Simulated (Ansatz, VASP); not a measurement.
## Pb: VASP beside Ansatz

```
Pb
1.0
     3.28479    0.00000    0.00000
     0.00000    3.28479    0.00000
     0.00000    0.00000    3.28479
Pb
1
Cartesian
  0.0000 0.0000 0.0000
```

Alike in both runs: functional revPBE; k mesh 10 × 10 × 10; occupations fermi-dirac, width 0.1 eV; no spin polarisation.

Ansatz relaxed the structure, and its values are those at the end. VASP's run is a single point on that final structure, the one shown.

```csv
,VASP,Ansatz
version,VASP 6.6.1,Ansatz 0.2.0
potentials or method,"VASP PAW PBE potentials, release 64 (Pb_d)","plane waves (420 eV) with PAW, scalar-relativistic"
plane-wave cutoff (eV),520,420
valence electrons in the cell,14,14
```

|  | VASP | Ansatz | Ansatz less VASP |
| --- | --- | --- | --- |
| pressure (GPa) | -0.1 | 0.0 | +0.04 |

Caveats: the PAW data sets were made with another functional, which shifts forces and pressure a little (VASP). The runs have no spin-orbit coupling, so splittings on Pb are missing.
